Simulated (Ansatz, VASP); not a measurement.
Ge in VASP and in Ansatz

File INCAR:

```
SYSTEM = Ge
PREC     = Accurate       ! precision mode
ENCUT    = 520            ! plane-wave cutoff, eV
EDIFF    = 1E-7           ! SCF threshold, eV
ISMEAR   = -1             ! smearing method
SIGMA    = 0.08           ! smearing width, eV
LREAL    = .False.        ! projectors in reciprocal space
LASPH    = .True.         ! aspherical terms in the spheres
NELM     = 100            ! most SCF steps
ALGO     = Normal         ! electronic algorithm
ISIF     = 2              ! what is computed and relaxed
LWAVE    = .False.        ! write WAVECAR
LCHARG   = .False.        ! write CHGCAR
GGA      = PE             ! functional
NBANDS   = 28             ! bands
```

File KPOINTS:

```
Automatic mesh
0
Gamma
  8 8 10
  0 0 0
```

POSCAR

```
Ge
1.0
    4.7218417839      0.0000000000      0.0000000000
   -2.3609208919      4.0892349375      0.0000000000
    0.0000000000      0.0000000000      2.6577268179
Ge
3
Direct
    0.0000000000      0.0000000000      0.0000000000
    0.3333333333      0.6666666667      0.5000000000
    0.6666666667      0.3333333333      0.5000000000
```

Input for Ansatz:

```yaml
crystal:
  lattice:
    - [4.7218417839, 0.0, 0.0]
    - [-2.3609208919, 4.0892349375, 0.0]
    - [0.0, 0.0, 2.6577268179]
  atoms:
    - { symbol: Ge, position: [0.0, 0.0, 0.0] }
    - { symbol: Ge, position: [0.3333333333, 0.6666666667, 0.5] }
    - { symbol: Ge, position: [0.6666666667, 0.3333333333, 0.5] }
kpoints:
  mp_grid: { grid: [8, 8, 10] }
scf:
  occupations: { method: fermi_dirac, width: 0.08 }
hamiltonian:
  xc: pbe
  pseudopotentials: { kind: all_electron, lapw: { basis_error: 0.001 } }
output:
  forces: true
  stress: true
  eigenvalues: true
  populations: true
```

Change from the starting cell: volume scaled by 0.88, LAPW.

Alike in both runs: task single point; functional PBE; k mesh 8 × 8 × 10; occupations fermi-dirac, width 0.08 eV; no spin polarisation.

|  | VASP | Ansatz |
| --- | --- | --- |
| version | VASP 6.6.1 | Ansatz 0.2.0 |
| potentials or method | VASP PAW PBE potentials, release 64 (Ge_d) | all-electron LAPW, scalar-relativistic |
| plane-wave cutoff (eV) | 520 | see its input |

```csv
,VASP,Ansatz,Ansatz less VASP
pressure (GPa),10.8,10.8,0.00
```

Ansatz ran all-electron here, so the differences hold the error of VASP's frozen core and of both bases.
